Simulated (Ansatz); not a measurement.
SiO2, 12 atoms in the cell. The structure is tetragonal, space group I4_122 (No. 98). The conventional cell has a = 5.676 Å, b = 5.676 Å, c = 11.320 Å, α = 90.00°, β = 90.00°, γ = 90.00°. Si (site symmetry 2) has 4 O at 1.63 to 1.64 Å as nearest neighbours. Around O (site symmetry 2) lie 2 Si at 1.63 Å. Around O (site symmetry 2) lie 2 Si at 1.64 Å. The cell comes from a database or a generator and needn't be the stable form of this composition.

| Item | Value |
| --- | --- |
| Program | Ansatz 0.2.0 |
| Task | relaxation of cell and atoms |
| Functional | PBE |
| Potentials or basis | Ansatz PAW |
| Cutoff | 420 eV (not typed: the program's choice for these potentials) |
| k mesh | 7 × 7 × 7 |
| Occupations | fermi-dirac, width 0.05 eV |
| Spin | no spin polarisation |

Potentials or basis: Ansatz PAW.

Launch:

```sh
$ ansatz run input.yaml --threads 4 --pin off --max-ram 11264MiB --backend cpu --events-out ev --progress --plain --runs-dir out
```

Hardware: 4 threads of Arm Neoverse V2 (shared host).

**Question.** Estimate the wall time of this run.

**Answer.** It took 27 s on 4 threads of Arm Neoverse V2, with other jobs on the host, peak memory 0.61 GiB. Counts: scf iterations 21, plane waves 3579, k points 40, bands 44, ion steps 4.
